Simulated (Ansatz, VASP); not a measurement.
# Cross-check of C (C (Fd-3m)) between VASP and Ansatz, part 2 of 2

One calculation is typed for both programs; each brings its own data sets. How far apart do they land? Of the first pair: The cell is taken from a series of runs on this material, whose earlier steps may have relaxed, scaled, displaced or heated it; both programs get it as it stands.

VASP 6.6.1 and Ansatz 0.2.0.

So far. Step 2 (VASP: single point, PBE, pair 1): The run ends at a pressure of 1.12 GPa, with forces up to 0.089 eV/Å.

**6. VASP: single point, PBE, pair 2**

Level of this step: PBE; plane waves and PAW (C) (VASP).

The same cell, functional, mesh and smearing now go to VASP, with its own data sets.

INCAR reads:

```
SYSTEM = C
PREC = Accurate
ENCUT = 520
EDIFF = 1E-06
NELM = 120
ISMEAR = -1
SIGMA = 0.01
LREAL = Auto
ALGO = Normal
GGA = PE
NBANDS = 176
LORBIT = 11
LWAVE = .FALSE.
LCHARG = .FALSE.
ISIF = 2
ISYM = 2
LASPH = .TRUE.
GGA_COMPAT = .FALSE.
EFERMI = MIDGAP
NCORE = 2
```

POSCAR reads:

```
C
1.0
    7.1407126100      0.0000000000      0.0000000000
    0.0000000000      7.1407126100      0.0000000000
    0.0000000000      0.0000000000      7.1407126100
C
64
Direct
    0.9999027006      0.9999027006      0.2499027006
    0.9999027006      0.2499027006      0.9999027006
    0.2499027006      0.9999027006      0.9999027006
    0.2499027006      0.2499027006      0.2499027006
    0.1250972994      0.1250972994      0.3750972994
    0.1250972994      0.3750972994      0.1250972994
    0.3750972994      0.1250972994      0.1250972994
    0.3750972994      0.3750972994      0.3750972994
    0.9999027006      0.9999027006      0.7499027006
    0.9999027006      0.2499027006      0.4999027006
    0.2499027006      0.9999027006      0.4999027006
    0.2499027006      0.2499027006      0.7499027006
    0.1250972994      0.1250972994      0.8750972994
    0.1250972994      0.3750972994      0.6250972994
    0.3750972994      0.1250972994      0.6250972994
    0.3750972994      0.3750972994      0.8750972994
    0.9999027006      0.4999027006      0.2499027006
    0.9999027006      0.7499027006      0.9999027006
    0.2499027006      0.4999027006      0.9999027006
    0.2499027006      0.7499027006      0.2499027006
    0.1250972994      0.6250972994      0.3750972994
    0.1250972994      0.8750972994      0.1250972994
    0.3750972994      0.6250972994      0.1250972994
    0.3750972994      0.8750972994      0.3750972994
    0.9999027006      0.4999027006      0.7499027006
    0.9999027006      0.7499027006      0.4999027006
    0.2499027006      0.4999027006      0.4999027006
    0.2499027006      0.7499027006      0.7499027006
    0.1250972994      0.6250972994      0.8750972994
    0.1250972994      0.8750972994      0.6250972994
    0.3750972994      0.6250972994      0.6250972994
    0.3750972994      0.8750972994      0.8750972994
    0.4999027006      0.9999027006      0.2499027006
    0.4999027006      0.2499027006      0.9999027006
    0.7499027006      0.9999027006      0.9999027006
    0.7499027006      0.2499027006      0.2499027006
    0.6250972994      0.1250972994      0.3750972994
    0.6250972994      0.3750972994      0.1250972994
    0.8750972994      0.1250972994      0.1250972994
    0.8750972994      0.3750972994      0.3750972994
    0.4999027006      0.9999027006      0.7499027006
    0.4999027006      0.2499027006      0.4999027006
    0.7499027006      0.9999027006      0.4999027006
    0.7499027006      0.2499027006      0.7499027006
    0.6250972994      0.1250972994      0.8750972994
    0.6250972994      0.3750972994      0.6250972994
    0.8750972994      0.1250972994      0.6250972994
    0.8750972994      0.3750972994      0.8750972994
    0.4999027006      0.4999027006      0.2499027006
    0.4999027006      0.7499027006      0.9999027006
    0.7499027006      0.4999027006      0.9999027006
    0.7499027006      0.7499027006      0.2499027006
    0.6250972994      0.6250972994      0.3750972994
    0.6250972994      0.8750972994      0.1250972994
    0.8750972994      0.6250972994      0.1250972994
    0.8750972994      0.8750972994      0.3750972994
    0.4999027006      0.4999027006      0.7499027006
    0.4999027006      0.7499027006      0.4999027006
    0.7499027006      0.4999027006      0.4999027006
    0.7499027006      0.7499027006      0.7499027006
    0.6250972994      0.6250972994      0.8750972994
    0.6250972994      0.8750972994      0.6250972994
    0.8750972994      0.6250972994      0.6250972994
    0.8750972994      0.8750972994      0.8750972994
```

KPOINTS reads:

```
Points of the shifted mesh
1
Reciprocal
 0.2500000000  0.2500000000  0.2500000000 1
```

PAW data sets: C (PBE family, release 64).

Run with:

```
$ mpirun -np 8 vasp_std
```

Numbers of over 12 decimals in the logs are rounded to 6 here.

Output:

```text
[banner, memory and clock lines left out]
running    8 mpi-ranks, on    1 nodes
[...]
LDA part: xc-table for (Slater+PW92), standard interpolation
 POSCAR, INCAR and KPOINTS ok, starting setup
[...]
entering main loop
       N       E                     dE             d eps       ncg     rms          rms(c)
DAV:   1     0.797842167869E+03    0.79784E+03   -0.13663E+05   352   0.144E+03
DAV:   2    -0.533743598101E+03   -0.13316E+04   -0.12607E+04   432   0.282E+02
DAV:   3    -0.600971516292E+03   -0.67228E+02   -0.66684E+02   448   0.599E+01
DAV:   4    -0.602215189373E+03   -0.12437E+01   -0.12401E+01   456   0.814E+00
[...]
DAV:  10    -0.581983608187E+03   -0.57518E-03   -0.46164E-04   416   0.621E-02    0.222E-02
DAV:  11    -0.581983607850E+03    0.33786E-06   -0.26487E-05   440   0.134E-02    0.342E-03
DAV:  12    -0.581983608644E+03   -0.79460E-06   -0.50987E-07   320   0.205E-03
   1 F= -.58198361E+03 E0= -.58198361E+03  d E =0.000000E+00
```

Parts of OUTCAR (step 6):

```text
  Total        2.3328019      2.3328019      2.3328019     -4.8047764     -4.8047764     -4.8047764
  in kB       10.2651141     10.2651141     10.2651141    -21.1426345    -21.1426345    -21.1426345
  external PRESSURE =      10.2651141 kB  Pullay stress =       0.0000000 kB

 POSITION                                       TOTAL-FORCE (eV/Angst)
 -----------------------------------------------------------------------------------
      7.14002      7.14002      1.78448        -0.004771     -0.004771     -0.004771
      7.14002      1.78448      7.14002        -0.004771     -0.004771     -0.004771
      1.78448      7.14002      7.14002        -0.004771     -0.004771     -0.004771
      1.78448      1.78448      1.78448        -0.004771     -0.004771     -0.004771
      0.89328      0.89328      2.67846         0.004771      0.004771      0.004771
      0.89328      2.67846      0.89328         0.004771      0.004771      0.004771
      2.67846      0.89328      0.89328         0.004771      0.004771      0.004771
      2.67846      2.67846      2.67846         0.004771      0.004771      0.004771
      7.14002      7.14002      5.35484        -0.004771     -0.004771     -0.004771
      7.14002      1.78448      3.56966        -0.004771     -0.004771     -0.004771
      1.78448      7.14002      3.56966        -0.004771     -0.004771     -0.004771
      1.78448      1.78448      5.35484        -0.004771     -0.004771     -0.004771
      0.89328      0.89328      6.24882         0.004771      0.004771      0.004771
      0.89328      2.67846      4.46364         0.004771      0.004771      0.004771
[...]
-----------------------------------------------------------------------------------
    total drift:                                0.000040      0.000040      0.000044

  FREE ENERGIE OF THE ION-ELECTRON SYSTEM (eV)
  ---------------------------------------------------
  free  energy   TOTEN  =      -581.9836086442 eV

  energy  without entropy=     -581.9836086442  energy(sigma->0) =     -581.98360864

[... 2 further parts left out ...]
```

The run ends at a pressure of 1.03 GPa, with forces up to 0.0083 eV/Å.

**7. Comparison**

What differs besides the data sets and the points named for the pairs above, as far as they apply: the cutoff is 300 eV in Ansatz and 520 eV in VASP (PREC = Accurate, projectors in real space). Total energies have different zeros and are not compared.

The two programs side by side:

```
              quantity  Ansatz   VASP  difference
gap on the k mesh (eV)   5.611  5.622      -0.010
```

At this near-relaxed geometry the largest component of a force difference is 5 meV/Å. A gap on the mesh is an upper bound, since the band edges may lie between its points.

**8. VASP: single point, PBE, pair 3**

A single point gives forces, pressure and levels at one fixed geometry, so differences don't come from the geometry; what else differs is listed under the comparison.

Edit INCAR of step 6 so:

```diff
@@ -19,2 +19,2 @@
 EFERMI = MIDGAP
-NCORE = 2
+KPAR = 2
```

POSCAR is that of step 6.

KPOINTS reads:

```
Points of the shifted mesh
8
Reciprocal
 0.2500000000  0.2500000000  0.2500000000 1
 0.2500000000  0.2500000000  0.7500000000 1
 0.2500000000  0.7500000000  0.2500000000 1
 0.2500000000  0.7500000000  0.7500000000 1
 0.7500000000  0.2500000000  0.2500000000 1
 0.7500000000  0.2500000000  0.7500000000 1
 0.7500000000  0.7500000000  0.2500000000 1
 0.7500000000  0.7500000000  0.7500000000 1
```

Run with:

```
$ mpirun -np 8 vasp_std
```

Output:

```text
[banner, memory and clock lines left out]
running    8 mpi-ranks, on    1 nodes
[...]
[... a notice as in an earlier step ...]

 LDA part: xc-table for (Slater+PW92), standard interpolation
 POSCAR, INCAR and KPOINTS ok, starting setup
[...]
entering main loop
       N       E                     dE             d eps       ncg     rms          rms(c)
DAV:   1     0.797713988115E+03    0.79771E+03   -0.13626E+05  2816   0.143E+03
DAV:   2    -0.534117379256E+03   -0.13318E+04   -0.12610E+04  3464   0.282E+02
DAV:   3    -0.600972196653E+03   -0.66855E+02   -0.66271E+02  3584   0.600E+01
DAV:   4    -0.602202858328E+03   -0.12307E+01   -0.12264E+01  3600   0.817E+00
[...]
DAV:  10    -0.581978558156E+03   -0.57422E-03   -0.45422E-04  3496   0.616E-02    0.223E-02
DAV:  11    -0.581978557437E+03    0.71904E-06   -0.24855E-05  3400   0.130E-02    0.367E-03
DAV:  12    -0.581978558351E+03   -0.91347E-06   -0.42001E-07  2488   0.193E-03
   1 F= -.58197856E+03 E0= -.58197856E+03  d E =0.000000E+00
```

From OUTCAR (step 8):

```text
  Total        2.3537352      2.3537352      2.3537352     -0.0594769     -0.0594769     -0.0594769
  in kB       10.3572277     10.3572277     10.3572277     -0.2617184     -0.2617184     -0.2617184
  external PRESSURE =      10.3572277 kB  Pullay stress =       0.0000000 kB

 POSITION                                       TOTAL-FORCE (eV/Angst)
 -----------------------------------------------------------------------------------
      7.14002      7.14002      1.78448         0.053045      0.053045      0.053045
      7.14002      1.78448      7.14002         0.053045      0.053045      0.053045
      1.78448      7.14002      7.14002         0.053045      0.053045      0.053045
      1.78448      1.78448      1.78448         0.053045      0.053045      0.053045
      0.89328      0.89328      2.67846        -0.053045     -0.053045     -0.053045
      0.89328      2.67846      0.89328        -0.053045     -0.053045     -0.053045
      2.67846      0.89328      0.89328        -0.053045     -0.053045     -0.053045
      2.67846      2.67846      2.67846        -0.053045     -0.053045     -0.053045
      7.14002      7.14002      5.35484         0.053045      0.053045      0.053045
      7.14002      1.78448      3.56966         0.053045      0.053045      0.053045
      1.78448      7.14002      3.56966         0.053045      0.053045      0.053045
      1.78448      1.78448      5.35484         0.053045      0.053045      0.053045
      0.89328      0.89328      6.24882        -0.053045     -0.053045     -0.053045
      0.89328      2.67846      4.46364        -0.053045     -0.053045     -0.053045
[...]
-----------------------------------------------------------------------------------
    total drift:                                0.000040      0.000040      0.000044

  FREE ENERGIE OF THE ION-ELECTRON SYSTEM (eV)
  ---------------------------------------------------
  free  energy   TOTEN  =      -581.9785583506 eV

  energy  without entropy=     -581.9785583506  energy(sigma->0) =     -581.97855835

[... 1 part as in an earlier step ...]

[... 1 further part left out ...]
```

The run ends at a pressure of 1.04 GPa, with forces up to 0.092 eV/Å.

**9. Ansatz: single point, PBE, pair 3**

The same cell, functional, mesh and smearing now go to Ansatz.

The cell is taken from a series of runs on this material, whose earlier steps may have relaxed, scaled, displaced or heated it; both programs get it as it stands.

input.yaml reads:

```yaml
crystal:
  lattice:
    - [7.14071261, 0.0, 0.0]
    - [0.0, 7.14071261, 0.0]
    - [0.0, 0.0, 7.14071261]
  atoms:
    - { symbol: C, position: [-9.72993961683e-05, -9.72993961683e-05, 0.2499027006038] }
    - { symbol: C, position: [-9.72993961683e-05, 0.2499027006038, -9.72993961683e-05] }
    - { symbol: C, position: [0.2499027006038, -9.72993961683e-05, -9.72993961683e-05] }
    - { symbol: C, position: [0.2499027006038, 0.2499027006038, 0.2499027006038] }
    - { symbol: C, position: [0.1250972993962, 0.1250972993962, 0.3750972993962] }
    - { symbol: C, position: [0.1250972993962, 0.3750972993962, 0.1250972993962] }
    - { symbol: C, position: [0.3750972993962, 0.1250972993962, 0.1250972993962] }
    - { symbol: C, position: [0.3750972993962, 0.3750972993962, 0.3750972993962] }
    - { symbol: C, position: [-9.72993961683e-05, -9.72993961683e-05, 0.7499027006038] }
    - { symbol: C, position: [-9.72993961683e-05, 0.2499027006038, 0.4999027006038] }
    - { symbol: C, position: [0.2499027006038, -9.72993961683e-05, 0.4999027006038] }
    - { symbol: C, position: [0.2499027006038, 0.2499027006038, 0.7499027006038] }
    - { symbol: C, position: [0.1250972993962, 0.1250972993962, 0.8750972993962] }
    - { symbol: C, position: [0.1250972993962, 0.3750972993962, 0.6250972993962] }
    - { symbol: C, position: [0.3750972993962, 0.1250972993962, 0.6250972993962] }
    - { symbol: C, position: [0.3750972993962, 0.3750972993962, 0.8750972993962] }
    - { symbol: C, position: [-9.72993961683e-05, 0.4999027006038, 0.2499027006038] }
    - { symbol: C, position: [-9.72993961683e-05, 0.7499027006038, -9.72993961683e-05] }
    - { symbol: C, position: [0.2499027006038, 0.4999027006038, -9.72993961683e-05] }
    - { symbol: C, position: [0.2499027006038, 0.7499027006038, 0.2499027006038] }
    - { symbol: C, position: [0.1250972993962, 0.6250972993962, 0.3750972993962] }
    - { symbol: C, position: [0.1250972993962, 0.8750972993962, 0.1250972993962] }
    - { symbol: C, position: [0.3750972993962, 0.6250972993962, 0.1250972993962] }
    - { symbol: C, position: [0.3750972993962, 0.8750972993962, 0.3750972993962] }
    - { symbol: C, position: [-9.72993961683e-05, 0.4999027006038, 0.7499027006038] }
    - { symbol: C, position: [-9.72993961683e-05, 0.7499027006038, 0.4999027006038] }
    - { symbol: C, position: [0.2499027006038, 0.4999027006038, 0.4999027006038] }
    - { symbol: C, position: [0.2499027006038, 0.7499027006038, 0.7499027006038] }
    - { symbol: C, position: [0.1250972993962, 0.6250972993962, 0.8750972993962] }
    - { symbol: C, position: [0.1250972993962, 0.8750972993962, 0.6250972993962] }
    - { symbol: C, position: [0.3750972993962, 0.6250972993962, 0.6250972993962] }
    - { symbol: C, position: [0.3750972993962, 0.8750972993962, 0.8750972993962] }
    - { symbol: C, position: [0.4999027006038, -9.72993961683e-05, 0.2499027006038] }
    - { symbol: C, position: [0.4999027006038, 0.2499027006038, -9.72993961683e-05] }
    - { symbol: C, position: [0.7499027006038, -9.72993961683e-05, -9.72993961683e-05] }
    - { symbol: C, position: [0.7499027006038, 0.2499027006038, 0.2499027006038] }
    - { symbol: C, position: [0.6250972993962, 0.1250972993962, 0.3750972993962] }
    - { symbol: C, position: [0.6250972993962, 0.3750972993962, 0.1250972993962] }
    - { symbol: C, position: [0.8750972993962, 0.1250972993962, 0.1250972993962] }
    - { symbol: C, position: [0.8750972993962, 0.3750972993962, 0.3750972993962] }
    - { symbol: C, position: [0.4999027006038, -9.72993961683e-05, 0.7499027006038] }
    - { symbol: C, position: [0.4999027006038, 0.2499027006038, 0.4999027006038] }
    - { symbol: C, position: [0.7499027006038, -9.72993961683e-05, 0.4999027006038] }
    - { symbol: C, position: [0.7499027006038, 0.2499027006038, 0.7499027006038] }
    - { symbol: C, position: [0.6250972993962, 0.1250972993962, 0.8750972993962] }
    - { symbol: C, position: [0.6250972993962, 0.3750972993962, 0.6250972993962] }
    - { symbol: C, position: [0.8750972993962, 0.1250972993962, 0.6250972993962] }
    - { symbol: C, position: [0.8750972993962, 0.3750972993962, 0.8750972993962] }
    - { symbol: C, position: [0.4999027006038, 0.4999027006038, 0.2499027006038] }
    - { symbol: C, position: [0.4999027006038, 0.7499027006038, -9.72993961683e-05] }
    - { symbol: C, position: [0.7499027006038, 0.4999027006038, -9.72993961683e-05] }
    - { symbol: C, position: [0.7499027006038, 0.7499027006038, 0.2499027006038] }
    - { symbol: C, position: [0.6250972993962, 0.6250972993962, 0.3750972993962] }
    - { symbol: C, position: [0.6250972993962, 0.8750972993962, 0.1250972993962] }
    - { symbol: C, position: [0.8750972993962, 0.6250972993962, 0.1250972993962] }
    - { symbol: C, position: [0.8750972993962, 0.8750972993962, 0.3750972993962] }
    - { symbol: C, position: [0.4999027006038, 0.4999027006038, 0.7499027006038] }
    - { symbol: C, position: [0.4999027006038, 0.7499027006038, 0.4999027006038] }
    - { symbol: C, position: [0.7499027006038, 0.4999027006038, 0.4999027006038] }
    - { symbol: C, position: [0.7499027006038, 0.7499027006038, 0.7499027006038] }
    - { symbol: C, position: [0.6250972993962, 0.6250972993962, 0.8750972993962] }
    - { symbol: C, position: [0.6250972993962, 0.8750972993962, 0.6250972993962] }
    - { symbol: C, position: [0.8750972993962, 0.6250972993962, 0.6250972993962] }
    - { symbol: C, position: [0.8750972993962, 0.8750972993962, 0.8750972993962] }
basis:
  ecutwfc: 300.0
  ecutrho_ratio: 4
  xc_grid: 2
  fft_grid_basis: typed
  precision: f64
kpoints:
  mp_grid: { grid: [2, 2, 2], shift: [0.5, 0.5, 0.5] }
hamiltonian:
  pseudopotentials: { kind: paw }
scf:
  max_iter: 120
  self_checks: high
  occupations: { method: fermi_dirac, width: 0.01 }
checkpoint:
  write: "../host.point.run"
  compress: false
  write_wavefunctions: true
  write_every: 100000
```

Run with:

```
$ ansatz run input.yaml --threads 2 --pin off --max-ram 3768MiB --backend cpu --events-out ev --progress --plain --runs-dir out
```

Output:

```text
[...]
Crystal: 64 atoms, lattice volume = 364.103 Å³
Basis set: ecut = 300 eV, 4337 PW (Γ), exchange–correlation on 90×90×90 points (8 copies of the dense FFT grid, shifted against one another)
Bands: 192, of which v1, the nominal top of the filled ones, is band 128 counted from 1 (127 counted from 0)
Symmetry: 384 space group operations
[...]
k-points: 2 of 8
[...]
SCF converged after 6 iterations
Free energy (F): -16045.407205 eV
[...]
Internal energy: -16045.407205 eV  (E = F + TS)
E sigma→0 (E₀):  -16045.407205 eV
Fermi energy:    15.457745 eV
[...]
--- Band table (eV) ---
  k-point 0: bands = [... 124 lower, 11.4075, 11.4075, 12.6317, 12.6317, 18.2452, 18.2452, 18.2452, 18.4509, ... 60 higher]
  k-point 1: bands = [... 124 lower, 11.4415, 11.4415, 12.6268, 12.6778, 18.2496, 18.2589, 18.2589, 18.4434, ... 60 higher]
```

**10. Differences**

The two programs side by side:

```
              quantity  Ansatz   VASP  difference
gap on the k mesh (eV)   5.567  5.578      -0.011
```

A gap on the mesh is an upper bound, since the band edges may lie between its points.

**11. Summary of results**

| Item | Value |
| --- | --- |
| difference in gap on the k mesh (single point, PBE, pair 1) | -0.017 eV |
| difference in gap on the k mesh (single point, PBE, pair 2) | -0.010 eV |
| difference in gap on the k mesh (single point, PBE, pair 3) | -0.011 eV |

In words: The difference in gap on the k mesh is -0.017 eV (single point, PBE, pair 1), within the 0.08 eV picked in this series as the mark of a large difference. 1 further run of this series is not shown here. How closely two codes agree says nothing of how well the functional describes the real material.

[Lines on the potential files, build, host, timing and source positions are cut from VASP's logs without a mark.]

[Logs are printed without paths, hosts, clocks, repeated set-up lines and the standing remarks that a program may print on its own settings, such as how far it seeks lower states.]

[Hosts, paths, dates, database ids (printed as entryN), source tags and the programs' standing remarks are cut or masked in the printed files.]
